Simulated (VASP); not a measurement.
# TiTe2 (P-3m1) in VASP: notebook

One crystal, TiTe2, is run at these levels: PBEsol+D4, PBE; tasks: band structure, optical spectrum.

All numbers are computed with VASP 6.6.1; they aren't measurements. Logs are shortened: lines on timing, memory, paths and dates and some standing lists are left out, and cuts for length are marked.

### Step 1. The structure

The structure is trigonal, space group P-3m1 (No. 164). The conventional cell has a = 3.777 Å, b = 3.777 Å, c = 6.498 Å, α = 90.00°, β = 90.00°, γ = 120.00°. Te (site symmetry 3m) has 3 Ti at 2.77 Å as nearest neighbours. Ti (site symmetry -3m) is surrounded by 6 Te at 2.77 Å.

### Step 2. Band structure, PBEsol+D4

The input, INCAR:

```
SYSTEM = TiTe2
ALGO     = Fast           ! electronic algorithm
EDIFF    = 1E-7           ! SCF threshold, eV
ENCUT    = 520            ! plane-wave cutoff, eV
GGA      = PS             ! functional
ISIF     = 2              ! what is computed and relaxed
ISMEAR   = -1             ! smearing method
IVDW     = 13             ! dispersion correction
LASPH    = .TRUE.         ! aspherical terms in the spheres
LCHARG   = .FALSE.        ! write CHGCAR
LMAXMIX  = 4              ! l up to which the mixer works
LREAL    = .FALSE.        ! projectors in reciprocal space
LWAVE    = .FALSE.        ! write WAVECAR
NBANDS   = 13             ! bands
NELM     = 80             ! most SCF steps
NELMIN   = 8            
PREC     = Accurate       ! precision mode
SIGMA    = 0.05           ! smearing width, eV
```

The input, TiTe2.cif:

```cif
data_TiTe2
_cell_length_a 3.77700000
_cell_length_b 3.77700000
_cell_length_c 6.49800000
_cell_angle_alpha 90.00000000
_cell_angle_beta 90.00000000
_cell_angle_gamma 120.00000000
_space_group_name_H-M_alt 'P-3m1'
_space_group_name_Hall '-P 3 2"'
_space_group_IT_number 164
loop_
_space_group_symop_operation_xyz
'x,y,z'
'-x,-y,-z'
'-y,x-y,z'
'y,-x+y,-z'
'-x+y,-x,z'
'x-y,x,-z'
'y,x,-z'
'-y,-x,z'
'x-y,-y,-z'
'-x+y,y,z'
'-x,-x+y,-z'
'x,x-y,z'
loop_
_atom_site_label
_atom_site_type_symbol
_atom_site_symmetry_multiplicity
_atom_site_Wyckoff_symbol
_atom_site_fract_x
_atom_site_fract_y
_atom_site_fract_z
_atom_site_occupancy
Te1 Te 2 d 0.3333333333 0.6666666667 0.7372000000 1
Ti1 Ti 1 a 0.0000000000 0.0000000000 0.0000000000 1
```

The input, KPOINTS:

```
k-points
0
G
  8 8 4
  0 0 0
```

The input, POSCAR:

```
Te Ti
 1.0000000000000000
     3.7770000000000001    0.0000000000000000    0.0000000000000000
    -1.8884999999999992    3.2709779500938252    0.0000000000000000
     0.0000000000000000    0.0000000000000000    6.4980000000000002
 Te  Ti 
   2   1
Cartesian
 -0.0000000001888494  2.1806519668382491  4.7903256000000001
  1.8885000001888506  1.0903259832555758  1.7076744000000004
  0.0000000000000000  0.0000000000000000  0.0000000000000000
```

The input, KPOINTS_OPT:

```
path GMKGALHA,LM,KH
20
line-mode
reciprocal
 0.0000000000  0.0000000000  0.0000000000  G
 0.5000000000  0.0000000000  0.0000000000  M

 0.5000000000  0.0000000000  0.0000000000  M
 0.3333333333  0.3333333333  0.0000000000  K

 0.3333333333  0.3333333333  0.0000000000  K
 0.0000000000  0.0000000000  0.0000000000  G

 0.0000000000  0.0000000000  0.0000000000  G
 0.0000000000  0.0000000000  0.5000000000  A

 0.0000000000  0.0000000000  0.5000000000  A
 0.5000000000  0.0000000000  0.5000000000  L

 0.5000000000  0.0000000000  0.5000000000  L
 0.3333333333  0.3333333333  0.5000000000  H

 0.3333333333  0.3333333333  0.5000000000  H
 0.0000000000  0.0000000000  0.5000000000  A

 0.5000000000  0.0000000000  0.5000000000  L
 0.5000000000  0.0000000000  0.0000000000  M

 0.3333333333  0.3333333333  0.0000000000  K
 0.3333333333  0.3333333333  0.5000000000  H
```

Potentials or basis: VASP PAW PBE potentials, release 64 (Te, Ti_sv).

Run with:

```console
$ ase convert -i cif -o vasp TiTe2.cif POSCAR
$ cat potpaw_PBE.64/Te/POTCAR potpaw_PBE.64/Ti_sv/POTCAR > POTCAR
$ mpirun -np 1 vasp_std > vasp.out
```

OUTCAR:

```text
SYSTEM = TiTe2
   EDIFF = 1E-7
   ENCUT = 520
   GGA = PS
   ISIF = 2
   ISMEAR = -1
   IVDW = 13
   LASPH = .TRUE.
   LREAL = .FALSE.
   NELM = 80
   NELMIN = 8
   PREC = Accurate

 ion  position               nearest neighbor table
   1  0.333  0.667  0.737-   3 2.77   3 2.77   3 2.77
   2  0.667  0.333  0.263-   3 2.77   3 2.77   3 2.77
   3  0.000  0.000  0.000-   1 2.77   2 2.77   1 2.77   2 2.77   2 2.77   1 2.77

  LATTYP: Found a hexagonal cell.
 ALAT       =     3.7770000000
 C/A-ratio  =     1.7204130262

  Lattice vectors:

 A1 = (   3.7770000000,   0.0000000000,   0.0000000000)
 A2 = (  -1.8885000000,   3.2709779501,   0.0000000000)
 A3 = (   0.0000000000,   0.0000000000,   6.4980000000)

Analysis of symmetry for initial positions (statically):
=====================================================================
 Subroutine PRICEL returns:
 Original cell was already a primitive cell.

 Routine SETGRP: Setting up the symmetry group for a
 hexagonal supercell.

 Subroutine GETGRP returns: Found 12 space group operations
 (whereof 12 operations were pure point group operations)
 out of a pool of 24 trial point group operations.

The static configuration has the point symmetry D_3d.

Analysis of symmetry for dynamics (positions and initial velocities):
=====================================================================
 Subroutine PRICEL returns:
 Original cell was already a primitive cell.

 Routine SETGRP: Setting up the symmetry group for a
 hexagonal supercell.

 Subroutine GETGRP returns: Found 12 space group operations
 (whereof 12 operations were pure point group operations)
 out of a pool of 24 trial point group operations.

The dynamic configuration has the point symmetry D_3d.

 Subroutine INISYM returns: Found 12 space group operations
 (whereof 12 operations are pure point group operations),
 and found     1 'primitive' translations

----------------------------------------------------------------------------------------

                                     Primitive cell

  volume of cell :      80.2794

  direct lattice vectors                    reciprocal lattice vectors
     3.777000000  0.000000000  0.000000000     0.264760392  0.152859484  0.000000000
    -1.888500000  3.270977950  0.000000000     0.000000000  0.305718967  0.000000000
     0.000000000  0.000000000  6.498000000     0.000000000  0.000000000  0.153893506

  length of vectors
     3.777000000  3.777000000  6.498000000     0.305718967  0.305718967  0.153893506

  position of ions in fractional coordinates (direct lattice)
     0.333333333  0.666666667  0.737200000
     0.666666667  0.333333333  0.262800000
     0.000000000  0.000000000  0.000000000

  ion indices of the primitive-cell ions
   primitive index   ion index
                 1           1
                 2           2
                 3           3

----------------------------------------------------------------------------------------

 KPOINTS: k-points

Automatic generation of k-mesh.
 Grid dimensions read from file:
 generate k-points for:    8    8    4

 Generating k-lattice:

  Cartesian coordinates                     Fractional coordinates (reciprocal lattice)
     0.033095049  0.019107435  0.000000000     0.125000000 -0.000000000  0.000000000
     0.000000000  0.038214871  0.000000000     0.000000000  0.125000000  0.000000000
     0.000000000  0.000000000  0.038473376     0.000000000  0.000000000  0.250000000

  Length of vectors
     0.038214871  0.038214871  0.038473376

  Shift w.r.t. Gamma in fractional coordinates (k-lattice)
     0.000000000  0.000000000  0.000000000

 Subroutine IBZKPT returns following result:
 ===========================================

 Found     35 irreducible k-points:

 Following reciprocal coordinates:
            Coordinates               Weight
  0.000000  0.000000  0.000000      1.000000
  0.125000 -0.000000  0.000000      6.000000
  0.250000 -0.000000  0.000000      6.000000
  0.375000  0.000000  0.000000      6.000000
  0.500000 -0.000000  0.000000      3.000000
  0.125000  0.125000  0.000000      6.000000
[... 16 lines left out ...]
 -0.125000  0.500000  0.250000     12.000000
  0.250000  0.250000  0.250000     12.000000
 [... further k-points ...]
   k-points           NKPTS =     35   k-points in BZ     NKDIM =     35   number of bands    NBANDS=     13
   number of dos      NEDOS =    301   number of ions     NIONS =      3
   total plane-waves  NPLWV =  37632
   dimension x,y,z NGX =    28 NGY =   28 NGZ =   48
   dimension x,y,z NGXF=    56 NGYF=   56 NGZF=   96
   ions per type =               2   1
   NGX,Y,Z   is equivalent  to a cutoff of  12.32, 12.32, 12.28 a.u.
   NGXF,Y,Z  is equivalent  to a cutoff of  24.65, 24.65, 24.56 a.u.
 SYSTEM =  TiTe2
   PREC   = accura    normal or accurate (medium, high low for compatibility)
   ISTART =      0    job   : 0-new  1-cont  2-samecut
   ICHARG =      2    charge: 1-file 2-atom 10-const
   ISPIN  =      1    spin polarized calculation?
   LNONCOLLINEAR =      F non collinear calculations
   LSORBIT =      F    spin-orbit coupling
   LASPH  =      T    aspherical Exc in radial PAW
   ENCUT  =  520.0 eV  38.22 Ry    6.18 a.u.   7.02  7.02 12.08*2*pi/ulx,y,z
   NELM   =     80;   NELMIN=  8; NELMDL= -5     # of ELM steps
   EDIFF  = 0.1E-06   stopping-criterion for ELM
   LREAL  =      F    real-space projection
[... 7 lines left out ...]
   TEBEG  =    0.0;   TEEND  =   0.0 temperature during run
   PSTRESS=    0.0 pullay stress
   NELECT =      24.0000    total number of electrons
   NUPDOWN=      -1.0000    fix difference up-down
   EMIN   =  10.00;   EMAX   =-10.00  energy-range for DOS
   EFERMI =   0.00;   METHOD = LEGACY
   ISMEAR =    -1;   SIGMA  =   0.05  broadening in eV -4-tet -1-fermi 0-gaus
   EFERMI_NEDOS =   21; number of points for ismear=-14 and -15
   IALGO  =     68    algorithm
   IMIX   =      4    mixing-type and parameters
     AMIX     =   0.40;   BMIX     =  1.00
     AMIX_MAG =   1.60;   BMIX_MAG =  1.00
  volume/ion in A,a.u.               =      26.76       180.58
  Fermi-wavevector in a.u.,A,eV,Ry     =   1.094655  2.068597 16.303438  1.198269
  Thomas-Fermi vector in A             =   2.230964
   LORBIT       =      0    0 simple, 1 ext, 2 COOP (PROOUT), +10 PAW based schemes
   GGA     = PS    functional components
   LHFCALC =     F    Hartree Fock is set to
   AEXX    =    0.0000 exact exchange contribution
   IVDW    =    13    specifies the selected vdW correction
   LEPSILON=     F    determine dielectric tensor
   LRPA    =     F    only Hartree local field effects (RPA)
 non-spin polarized calculation
 RMM-DIIS sequential band-by-band and
  energy-cutoff  :      520.00
  volume of cell :       80.28
 maximum number of plane-waves:      2176
   NGX = 13   NGY = 13   NGZ = 25

 number of electron      23.9999998 magnetization

 Free energy of the ion-electron system (eV)
  ---------------------------------------------------
  ext. energy  EPLUGINS =         0.00000000
  ---------------------------------------------------
  free energy    TOTEN  =       -17.52311885 eV

  energy without entropy =      -17.51138137  energy(sigma->0) =      -17.51725011

 E-fermi :   6.6618     XC(G=0): -10.0049

 val. band max:        6.6497653120   @ k =   0.1250  -0.0000   0.2500
 cond. band min:       6.6884957998   @ k =   0.5000  -0.0000   0.0000
 fundamental gap:      0.0387304878
 Fermi energy:         6.6617826139

 k-point     1 :       0.0000    0.0000    0.0000
  band No.  band energies     occupation
      1     -50.5608      2.00000
      2     -26.9170      2.00000
      3     -26.9170      2.00000
      4     -26.8831      2.00000
      5      -5.7357      2.00000
      6      -4.2268      2.00000
      7       1.4384      2.00000
      8       5.0116      2.00000
      9       5.0116      2.00000
     10       7.0064      0.00203
     11       7.2774      0.00001
     12       7.7688      0.00000
     13       7.7689      0.00000

 k-point     2 :       0.1250   -0.0000    0.0000
  band No.  band energies     occupation
      1     -50.5603      2.00000
      2     -26.9233      2.00000
      3     -26.9184      2.00000
      4     -26.8817      2.00000
      5      -5.5636      2.00000
      6      -4.1393      2.00000
      7       1.6502      2.00000
      8       4.5922      2.00000
      9       5.0351      2.00000
     10       6.0489      1.99999
     11       6.6250      1.35227
     12       6.9708      0.00413
     13       7.0840      0.00043

 k-point     3 :       0.2500   -0.0000    0.0000
  band No.  band energies     occupation
      1     -50.5593      2.00000
      2     -26.9384      2.00000
      3     -26.9219      2.00000
      4     -26.8782      2.00000
      5      -5.0831      2.00000
      6      -3.9213      2.00000
      7       2.2526      2.00000
      8       3.6242      2.00000
      9       4.3146      2.00000
     10       5.0554      2.00000
     11       6.0285      1.99999
     12       6.1189      1.99996
     13       6.8619      0.03588
[... 305 lines left out ...]
 k-point    23 :      -0.1250    0.5000    0.2500
  band No.  band energies     occupation
      1     -50.5577      2.00000
      2     -26.9562      2.00000
      3     -26.9302      2.00000
      4     -26.8732      2.00000
      5      -3.9689      2.00000
      6      -3.7888      2.00000
      7       2.0044      2.00000
      8       2.6588      2.00000
      9       4.1649      2.00000
     10       4.5137      2.00000
     11       4.6464      2.00000
     12       5.0631      2.00000
     13       7.2526      0.00001

 k-point    24 :       0.2500    0.2500    0.2500
  band No.  band energies     occupation
      1     -50.5577      2.00000
      2     -26.9515      2.00000
      3     -26.9350      2.00000
      4     -26.8732      2.00000
      5      -4.0587      2.00000
      6      -3.7078      2.00000
      7       2.5339      2.00000
      8       2.6313      2.00000
      9       3.8014      2.00000
     10       4.2400      2.00000
     11       4.3934      2.00000
     12       5.1457      2.00000
     13       7.4165      0.00000

 [... further k-points ...]

------------------------ aborting loop because EDIFF is reached ----------------------------------------

  DFT-D4 for vdW energy calculation

  Edisp (eV):   -0.71504

  FORCE on cell =-STRESS in cart. coord.  units (eV):
  Direction    XX          YY          ZZ          XY          YZ          ZX
  --------------------------------------------------------------------------------------
  -------------------------------------------------------------------------------------
  Total      -1.87922    -1.87922    -1.58755    -0.00000    -0.00000    -0.00000
  in kB     -37.50455   -37.50455   -31.68345    -0.00000    -0.00000    -0.00000
  external pressure =      -35.56 kB  Pullay stress =        0.00 kB

 VOLUME and BASIS-vectors are now :
 -----------------------------------------------------------------------------
  energy-cutoff  :      520.00
  volume of cell :       80.28
      direct lattice vectors                 reciprocal lattice vectors
     3.777000000  0.000000000  0.000000000     0.264760392  0.152859484  0.000000000
    -1.888500000  3.270977950  0.000000000     0.000000000  0.305718967  0.000000000
     0.000000000  0.000000000  6.498000000     0.000000000  0.000000000  0.153893506

 POSITION                                       TOTAL-FORCE (eV/Angst)
 -----------------------------------------------------------------------------------
     -0.00000      2.18065      4.79033         0.000000     -0.000000      0.112883
      1.88850      1.09033      1.70767        -0.000000      0.000000     -0.112883
      0.00000      0.00000      0.00000         0.000000      0.000000     -0.000000
 -----------------------------------------------------------------------------------
    total drift:                                0.000000     -0.000000      0.000000

  FREE ENERGIE OF THE ION-ELECTRON SYSTEM (eV)
  ---------------------------------------------------
  free  energy   TOTEN  =       -18.2381585697 eV

  energy  without entropy=      -18.2264210907  energy(sigma->0) =      -18.23228983
```

Run time: 1.9 min. Hardware: 1 thread of Intel Xeon 6975P-C (Granite Rapids), shared host; peak memory 0.23 GiB.

Results:

```yaml
Free_energy: -18.2382 eV
Pressure: -3.6 GPa
Largest_force: 0.113 eV/Å
Dispersion_energy_per_atom: -0.238 eV
```

Forces in eV/Å, atoms in the order of the input:
```
Te   0.000  0.000  0.113
Te   0.000  0.000 -0.113
Ti   0.000  0.000  0.000
```

Levels at the corners of the path, in eV from the Fermi level:
| point | band 10 | band 11 | band 12 | band 13 |
| --- | --- | --- | --- | --- |
| Γ | 0.34 | 0.41 | 0.41 | 0.62 |
| M | -2.38 | -1.72 | -1.11 | 0.03 |
| M | -2.38 | -1.72 | -1.11 | 0.03 |
| K | -2.34 | -2.32 | -2.32 | 0.97 |
| K | -2.34 | -2.32 | -2.32 | 0.97 |
| Γ | 0.34 | 0.41 | 0.41 | 0.62 |
| Γ | 0.34 | 0.41 | 0.41 | 0.62 |
| A | -1.58 | 0.40 | 0.40 | 0.79 |
| A | -1.58 | 0.40 | 0.40 | 0.79 |
| L | -2.00 | -0.94 | -0.58 | -0.27 |
| L | -2.00 | -0.94 | -0.58 | -0.27 |
| H | -3.21 | -1.67 | -1.67 | 0.99 |
| H | -3.21 | -1.67 | -1.67 | 1.00 |
| A | -1.58 | 0.40 | 0.40 | 0.79 |
| L | -2.00 | -0.94 | -0.58 | -0.27 |
| M | -2.38 | -1.72 | -1.11 | 0.03 |
| K | -2.34 | -2.32 | -2.32 | 0.97 |
| H | -3.21 | -1.67 | -1.67 | 0.98 |

Caveat: the bands computed are all filled at some k points, so no gap is given; the PAW data sets were made with another functional, which shifts forces and pressure a little; spin-orbit coupling is left out, which moves the levels of the heavy elements.

(Part 1 of 2 ends here.)
